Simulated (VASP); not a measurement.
Set up this calculation in VASP 6.6.1, as the native input.

```
Task                   : relaxation of cell and atoms
Functional             : PBEsol
Potentials or basis    : VASP PAW PBE potentials, release 64 (Mg, F)
Cutoff                 : 600 eV
k mesh                 : 6 × 6 × 10
Occupations            : gaussian, width 0.03 eV
Spin                   : no spin polarisation
Further INCAR settings : ALGO = Normal; EDIFF = 1e-06; IBRION = 2; EDIFFG = -0.01; NSW = 90; ISIF = 3
```

The structure of MgF2 (Sellaite) lies in POSCAR:

```
MgF2
1.0
    4.6250000000      0.0000000000      0.0000000000
    0.0000000000      4.6250000000      0.0000000000
    0.0000000000      0.0000000000      3.0520000000
Mg F
2 4
Direct
    0.0000000000      0.0000000000      0.0000000000
    0.5000000000      0.5000000000      0.5000000000
    0.3030000000      0.3030000000      0.0000000000
    0.1970000000      0.8030000000      0.5000000000
    0.6970000000      0.6970000000      0.0000000000
    0.8030000000      0.1970000000      0.5000000000
```

These files were run (other wordings do the same):

INCAR

```
  ALGO = Normal
  EDIFF = 1E-6
  EDIFFG = -0.01
  ENCUT = 600
  GGA = PS
  IBRION = 2
  ISIF = 3
  ISMEAR = 0
  KPAR = 2
  LASPH = T
  LCHARG = F
  LREAL = F
  LWAVE = F
  NELM = 80
  NSW = 90
  PREC = Accurate
  SIGMA = 0.03
```

KPOINTS

```
k-points
0
Gamma
  6 6 10
```

Potentials or basis: VASP PAW PBE potentials, release 64 (Mg, F).

Launch:

```console
$ cat potpaw_PBE.64/Mg/POTCAR potpaw_PBE.64/F/POTCAR > POTCAR
$ mpirun -np 2 vasp_std > vasp.out
```

It gave:

* Relaxed volume: 10.87 Å³/atom
* Relaxed cell: a = 4.624 Å, b = 4.624 Å, c = 3.052 Å, α = 90.00°, β = 90.00°, γ = 90.00°
* Space group after relaxing (to 0.05 Å): P4_2/mnm (No. 136)
* Energy gained by relaxing: 0.0 meV/atom
* Ionic steps: 2
* Pressure after relaxing: 0.0 GPa
* Largest force after relaxing: 0.007 eV/Å
* Band gap on the k mesh: 6.93 eV, direct

Caveat: the PAW data sets were made with another functional, which shifts forces and pressure a little.

Wall time 47 s on 2 MPI ranks on Intel(R) Xeon(R) Platinum 8488C (Sapphire Rapids) (shared host), peak memory 0.23 GiB a rank.
